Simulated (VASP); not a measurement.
Output of a VASP run:

OUTCAR:
```
 ion  position               nearest neighbor table
   1  0.000  0.000  0.000-   3 1.98   6 1.98   5 2.00   4 2.00   4 2.00   5 2.00   2 3.61   2 3.61
                             2 3.61   2 3.61   2 3.61   2 3.61   2 3.61   2 3.61
   2  0.500  0.500  0.500-   4 1.98   5 1.98   3 2.00   6 2.00   3 2.00   6 2.00   1 3.61   1 3.61
                             1 3.61   1 3.61   1 3.61   1 3.61   1 3.61   1 3.61
   3  0.303  0.303  0.000-   1 1.98   2 2.00   2 2.00
   4  0.803  0.197  0.500-   2 1.98   1 2.00   1 2.00
   5  0.197  0.803  0.500-   2 1.98   1 2.00   1 2.00
   6  0.697  0.697  0.000-   1 1.98   2 2.00   2 2.00
  LATTYP: Found a simple tetragonal cell.
 ALAT       =     4.6200000000
 C/A-ratio  =     0.6601731602
 Subroutine PRICEL returns:
 Original cell was already a primitive cell.
 Subroutine GETGRP returns: Found 16 space group operations
The static configuration has the point symmetry D_2h.
 The point group associated with its full space group is D_4h.
The dynamic configuration has the point symmetry D_2h.
 Subroutine INISYM returns: Found 16 space group operations
 Subroutine IBZKPT returns following result:
 Found     24 irreducible k-points:

 Following reciprocal coordinates:
            Coordinates               Weight
  0.000000  0.000000  0.000000      1.000000
  0.200000  0.000000  0.000000      4.000000
  0.400000  0.000000  0.000000      4.000000
  0.200000  0.200000  0.000000      4.000000
  0.400000  0.200000  0.000000      8.000000
  0.400000  0.400000  0.000000      4.000000
  0.000000  0.000000  0.142857      2.000000
  0.200000  0.000000  0.142857      8.000000
  0.400000  0.000000  0.142857      8.000000
  0.200000  0.200000  0.142857      8.000000
  0.400000  0.200000  0.142857     16.000000
  0.400000  0.400000  0.142857      8.000000
  0.000000  0.000000  0.285714      2.000000
  0.200000  0.000000  0.285714      8.000000
  0.400000  0.000000  0.285714      8.000000
  0.200000  0.200000  0.285714      8.000000
  0.400000  0.200000  0.285714     16.000000
  0.400000  0.400000  0.285714      8.000000
  0.000000  0.000000  0.428571      2.000000
  0.200000  0.000000  0.428571      8.000000
  0.400000  0.000000  0.428571      8.000000
  0.200000  0.200000  0.428571      8.000000
  0.400000  0.200000  0.428571     16.000000
  0.400000  0.400000  0.428571      8.000000
   k-points           NKPTS =     24   k-points in BZ     NKDIM =     24   number of bands    NBANDS=     20
   number of dos      NEDOS =    301   number of ions     NIONS =      6
   total plane-waves  NPLWV =  31104
   dimension x,y,z NGX =    36 NGY =   36 NGZ =   24
   dimension x,y,z NGXF=    72 NGYF=   72 NGZF=   48
   ions per type =               2   4
   PREC   = accura    normal or accurate (medium, high low for compatibility)
   ISTART =      0    job   : 0-new  1-cont  2-samecut
   ICHARG =      2    charge: 1-file 2-atom 10-const
   ISPIN  =      1    spin polarized calculation?
   LNONCOLLINEAR =      F non collinear calculations
   LSORBIT =      F    spin-orbit coupling
   INIWAV =      1    electr: 0-lowe 1-rand  2-diag
   ENCUT  =  520.0 eV  38.22 Ry    6.18 a.u.   8.59  8.59  5.67*2*pi/ulx,y,z
   NELM   =    100;   NELMIN=  2; NELMDL= -5     # of ELM steps
   EDIFF  = 0.1E-05   stopping-criterion for ELM
   LREAL  =      F    real-space projection
   NLSPLINE    = F    spline interpolate recip. space projectors
   LMAXMIX     =    2 max onsite mixed and CHGCAR
   VOSKOWN=      0    Vosko Wilk Nusair interpolation
   EDIFFG = -.2E-01   stopping-criterion for IOM
   NSW    =     60    number of steps for IOM
   NBLOCK =      1;   KBLOCK =     60    inner block; outer block
   IBRION =      2    ionic relax: 0-MD 1-quasi-New 2-CG
   NFREE  =      1    steps in history (QN), initial steepest desc. (CG)
   ISIF   =      3    stress and relaxation
   ISYM   =      2    0-nonsym 1-usesym 2-fastsym
   TEIN   =    0.0    initial temperature
   TEBEG  =    0.0;   TEEND  =   0.0 temperature during run
   SMASS  =  -3.00    Nose mass-parameter (am)
   PSTRESS=    0.0 pullay stress
   NELECT =      32.0000    total number of electrons
...
```

**OSZICAR**
```
...
DAV:  10    -0.499469307452E+02   -0.11361E+01   -0.54606E-01   960   0.885E+00    0.168E+00
DAV:  11    -0.499140158921E+02    0.32915E-01   -0.13255E-01  1108   0.304E+00    0.493E-01
DAV:  12    -0.499138001300E+02    0.21576E-03   -0.11584E-02  1032   0.986E-01    0.203E-01
DAV:  13    -0.499115175464E+02    0.22826E-02   -0.26779E-03  1004   0.632E-01    0.111E-01
DAV:  14    -0.499145187136E+02   -0.30012E-02   -0.34953E-03  1116   0.555E-01    0.491E-02
DAV:  15    -0.499145113667E+02    0.73469E-05   -0.12703E-04  1016   0.138E-01    0.196E-02
DAV:  16    -0.499145395152E+02   -0.28149E-04   -0.32383E-05   988   0.583E-02    0.432E-03
DAV:  17    -0.499145453798E+02   -0.58646E-05   -0.63482E-06  1116   0.317E-02    0.602E-04
DAV:  18    -0.499145455316E+02   -0.15185E-06   -0.39267E-07   548   0.668E-03
   1 F= -.49914546E+02 E0= -.49914546E+02  d E =-.499145E+02
       N       E                     dE             d eps       ncg     rms          rms(c)
DAV:   1    -0.500598670758E+02   -0.14532E+00   -0.26289E+00  1064   0.154E+01    0.306E+00
DAV:   2    -0.499154376510E+02    0.14443E+00   -0.67695E-01  1096   0.666E+00    0.356E-01
DAV:   3    -0.499212692969E+02   -0.58316E-02   -0.75985E-03   980   0.884E-01    0.177E-01
DAV:   4    -0.499157845922E+02    0.54847E-02   -0.52903E-03  1040   0.819E-01    0.657E-02
DAV:   5    -0.499221619637E+02   -0.63774E-02   -0.22556E-03  1028   0.459E-01    0.217E-02
DAV:   6    -0.499222171460E+02   -0.55182E-04   -0.18775E-04  1064   0.147E-01    0.135E-02
DAV:   7    -0.499222522616E+02   -0.35116E-04   -0.72683E-05   968   0.885E-02    0.676E-03
DAV:   8    -0.499222807496E+02   -0.28488E-04   -0.14094E-05  1024   0.351E-02    0.119E-03
DAV:   9    -0.499222824938E+02   -0.17443E-05   -0.48741E-07   608   0.753E-03    0.609E-04
DAV:  10    -0.499222827638E+02   -0.26992E-06   -0.17543E-07   492   0.464E-03
   2 F= -.49922283E+02 E0= -.49922283E+02  d E =-.773723E-02
       N       E                     dE             d eps       ncg     rms          rms(c)
DAV:   1    -0.499233794840E+02   -0.10970E-02   -0.19535E-02  1056   0.133E+00    0.264E-01
DAV:   2    -0.499222753262E+02    0.11042E-02   -0.50491E-03  1092   0.575E-01    0.310E-02
DAV:   3    -0.499223338653E+02   -0.58539E-04   -0.59026E-05   984   0.774E-02    0.154E-02
DAV:   4    -0.499223075438E+02    0.26321E-04   -0.36166E-05  1044   0.689E-02    0.539E-03
DAV:   5    -0.499223584195E+02   -0.50876E-04   -0.15822E-05  1036   0.388E-02    0.200E-03
DAV:   6    -0.499223591216E+02   -0.70214E-06   -0.13304E-06   560   0.118E-02
   3 F= -.49922359E+02 E0= -.49922359E+02  d E =-.781359E-02
       N       E                     dE             d eps       ncg     rms          rms(c)
DAV:   1    -0.499222900014E+02    0.68418E-04   -0.63165E-02   960   0.238E+00    0.631E-02
DAV:   2    -0.499224693794E+02   -0.17938E-03   -0.18772E-03  1084   0.406E-01    0.327E-02
DAV:   3    -0.499224982954E+02   -0.28916E-04   -0.46404E-05  1072   0.761E-02    0.158E-02
DAV:   4    -0.499224750978E+02    0.23198E-04   -0.13571E-05  1028   0.595E-02    0.405E-03
DAV:   5    -0.499224867479E+02   -0.11650E-04   -0.19587E-05   968   0.514E-02    0.271E-03
DAV:   6    -0.499224930468E+02   -0.62989E-05   -0.44333E-07   492   0.778E-03    0.204E-03
DAV:   7    -0.499224960143E+02   -0.29675E-05   -0.14541E-06   492   0.146E-02    0.426E-04
DAV:   8    -0.499224959738E+02    0.40499E-07   -0.26456E-07   492   0.477E-03
   4 F= -.49922496E+02 E0= -.49922496E+02  d E =-.136852E-03
```

**OUTCAR**
```
------------------------ aborting loop because EDIFF is reached ----------------------------------------
  FORCE on cell =-STRESS in cart. coord.  units (eV):
  Direction    XX          YY          ZZ          XY          YZ          ZX
  --------------------------------------------------------------------------------------
  Total        0.0052860      0.0052860     -0.0236119      0.0000000      0.0000000      0.0000000
  in kB        0.1276665      0.1276665     -0.5702717      0.0000000      0.0000000      0.0000000
  external PRESSURE =      -0.1049796 kB  Pullay stress =       0.0000000 kB
  volume of cell :       66.34
      direct lattice vectors                 reciprocal lattice vectors
     4.649115600  0.000000000  0.000000000     0.215094673  0.000000000  0.000000000
    -0.000000000  4.649115600  0.000000000    -0.000000000  0.215094673  0.000000000
     0.000000000  0.000000000  3.069159800     0.000000000  0.000000000  0.325822070
 POSITION                                       TOTAL-FORCE (eV/Angst)
 -----------------------------------------------------------------------------------
      0.00000      0.00000      0.00000        -0.000000     -0.000000     -0.000000
      2.32456      2.32456      1.53458         0.000000     -0.000000     -0.000000
      1.40972      1.40972      3.06916         0.009534      0.009534     -0.000000
      3.73428      0.91484      1.53458         0.009534     -0.009534      0.000000
      0.91484      3.73428      1.53458        -0.009534      0.009534     -0.000000
      3.23939      3.23939      0.00000        -0.009534     -0.009534      0.000000
 -----------------------------------------------------------------------------------
    total drift:                                0.000000     -0.000000     -0.000000
  FREE ENERGIE OF THE ION-ELECTRON SYSTEM (eV)
  ---------------------------------------------------
  free  energy   TOTEN  =       -49.9224959738 eV

  energy  without entropy=      -49.9224959738  energy(sigma->0) =      -49.92249597

 reached required accuracy - stopping structural energy minimisation
```
(Selected blocks of OUTCAR.)

POSCAR:
```
MgF2
1
    4.6200000000     0.0000000000     0.0000000000
    0.0000000000     4.6200000000     0.0000000000
    0.0000000000     0.0000000000     3.0500000000
Mg F
2 4
Direct
  0.0000000000   0.0000000000   0.0000000000
  0.5000000000   0.5000000000   0.5000000000
  0.3030000000   0.3030000000   0.0000000000
  0.8030000000   0.1970000000   0.5000000000
  0.1970000000   0.8030000000   0.5000000000
  0.6970000000   0.6970000000   0.0000000000
```

Q: Write an INCAR and KPOINTS that could have produced this output.

A: One answer among several that fit: the input of the run itself, TPSS meta-GGA, plane waves, VASP's PBE PAW potentials (set 64).

### INCAR
```
# general
SYSTEM =MgF2
PREC   =Accurate
ENCUT  =520
LREAL  =.FALSE.
LASPH  =.TRUE.

# electronic loop
EDIFF  =1E-6
NELM   =100
ALGO   =Normal
LMIXTAU=.TRUE.

# smearing
ISMEAR =0
SIGMA  =0.05

# functional
METAGGA=TPSS

# ions
IBRION =2
NSW    =60
ISIF   =3
EDIFFG =-0.02

# output
LWAVE  =.FALSE.
LCHARG =.FALSE.
```

### KPOINTS
```
Automatic mesh
0
Gamma
5 5 7
0 0 0
```

POTCAR, in this order: Mg F (PBE.64 set). Program: vasp_std.

The compound is MgF2 in the rutile structure. This run relaxes it. Symmetry was kept, so distortions that lower it aren't found. The start is the result of an earlier pass.
